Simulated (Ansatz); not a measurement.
The system is KCl.

```
K Cl
1.0
     3.83920    0.00000    0.00000
     0.00000    3.83920    0.00000
     0.00000    0.00000    3.83920
K Cl
1 1
Direct
  0.00000 0.00000 0.00000
  0.50000 0.50000 0.50000
```

Measurements of this composition are mostly on another form, of space group No. 225.

Program: Ansatz 0.2.0. Alike in all runs: task band structure; potentials or basis Ansatz PAW; no spin polarisation; cell as given; k mesh 7 × 7 × 7; smearing fermi-dirac 0.05 eV.

Q: Order these runs on this cell by their band gap on the k mesh, lowest first.
A. level PBEsol; cutoff (eV) 420
B. level r2SCAN; cutoff (eV) 500
C. level LDA; cutoff (eV) 420

A: C (4.39 eV), A (4.64 eV), B (5.57 eV).

Runs at the PBE level aren't shown here.
